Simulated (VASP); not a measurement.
Here is a VASP 6.6.1 calculation.

Contents of INCAR:

```
  ALGO = Fast
  EDIFF = 1E-6
  ENCUT = 520
  ISIF = 2
  ISMEAR = -1
  LASPH = T
  LCHARG = F
  LREAL = F
  LWAVE = F
  NBANDS = 10
  NELM = 100
  PREC = Accurate
  SIGMA = 0.1
```

KPOINTS

```
k-points
0
Gamma
  20 20 11
```

Contents of POSCAR:

```
Li
1.0
    2.9970132647      0.0000000000      0.0000000000
   -1.4985066324      2.5954896227      0.0000000000
    0.0000000000      0.0000000000      4.8889619042
Li
2
Direct
    0.3333333333      0.6666666667      0.2500000000
    0.6666666667      0.3333333333      0.7500000000
```

Potentials or basis: VASP PAW LDA potentials, release 64 (Li_sv).

Command:

```sh
$ cat potpaw_LDA.64/Li_sv/POTCAR > POTCAR
$ mpirun -np 1 vasp_std > vasp.out
```

(1) Estimate the band gap on the k mesh.

## Answers

(1) none (metal or under the smearing width).
